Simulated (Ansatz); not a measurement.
## SnO: enthalpy under pressure, worked through

Method: Ansatz 0.2.0, DFT PBE, scalar-relativistic, plane waves, PAW. (420 eV cutoff, 10×10×8 k-mesh, Gaussian smearing of 0.01 eV, no spin polarisation)

The relaxed crystal:

```
CELL_PARAMETERS angstrom
3.86826 0.00000 0.00000
0.00000 3.86826 0.00000
0.00000 0.00000 5.06624
ATOMIC_POSITIONS crystal
Sn 0.00000 0.50000 0.22878
Sn 0.50000 0.00000 0.77122
O 0.50000 0.50000 0.00000
O 0.00000 0.00000 0.00000
```

Cell and atoms were relaxed at each target pressure within the start's symmetry (P4/nmm), at zero temperature; other phases can be more stable under pressure. H = E + PV with P the target; E is the free energy at the smearing used, whose derivative the pressure is, per atom and counted from zero pressure. The mesh named is that at zero pressure; some other pressures ran on another.

```
P (GPa) V (Å³/atom) E − E0 (meV) H − H0 (meV)
      0       18.952           0.0           0.0
      1       18.199           2.2         115.8
      4       16.826          22.0         442.0
     12       14.976         107.2        1228.8
     25       13.502         272.0        2378.9
     50       11.996         611.5        4355.0
     90       10.700        1163.0        7173.8
```

Task: Thermodynamics gives dH/dP = V along a relaxed path. Integrate V over P by the trapezoid rule and compare with the computed enthalpies.

Result: With 1 eV/Å³ = 160.22 GPa, each step adds the mean volume times ΔP / 160.22:
| P (GPa) | ∫V dP (meV) | H − H0 (meV) | difference (meV) |
| --- | --- | --- | --- |
| 1 | 115.9 | 115.8 | 0.2 |
| 4 | 443.9 | 442.0 | 1.8 |
| 12 | 1237.8 | 1228.8 | 9.0 |
| 25 | 2393.2 | 2378.9 | 14.3 |
| 50 | 4382.5 | 4355.0 | 27.5 |
| 90 | 7215.7 | 7173.8 | 41.9 |

V(P) curves upward, so the trapezoid rule runs high; integrating a smooth curve through the same points puts that excess at about 42.0 meV at 90 GPa, against the 41.9 meV found.

Task: At 90 GPa, how much of the enthalpy change is stored energy and how much is the PV term?

Result: E rises by 1163 meV/atom and PV is 90 × 10.700 / 160.22 = 6011 meV/atom, so PV makes 84 % of ΔH. So between rival structures at high pressure a small difference in volume can outweigh the difference in energy: 1 % of this volume is worth 60.1 meV/atom at this pressure.

Task: What bulk modulus do the lowest pressures give, and how is the compression shared among the axes?

Result: From the pressures that the runs reached, -0.98 GPa (21.150 Å³) and 0.98 GPa (18.199 Å³), B = −ΔP/Δln V = 1.96 / 0.1503 = 13 GPa, a mean over that range. Where layers or molecules are held by dispersion forces, this functional describes the zero-pressure volume and B poorly. The linear compressibilities −Δln(length)/ΔP are 4.15 along a, 4.15 along b, 68.37 along c (in TPa⁻¹). With fixed angles they add up to 1/B: 76.66 against 76.66. Softest: c, at 89 % of the volume change per axis.

Task: The gap is 1.255 eV at -0.98 GPa and 0.230 eV at 0.98 GPa. What pressure coefficient and volume deformation potential follow?

Result: dE_g/dP = -522.6 meV/GPa, and a_V = dE_g/d ln V = −B dE_g/dP = 6.82 eV. A gap that closes or barely moves under pressure is usual where the conduction edge lies away from the zone centre, has d character, or where the bands broaden faster than they shift. If the edges move to other points of the zone within the range, this is a mean of two slopes. Gaps are Kohn–Sham gaps over the whole zone.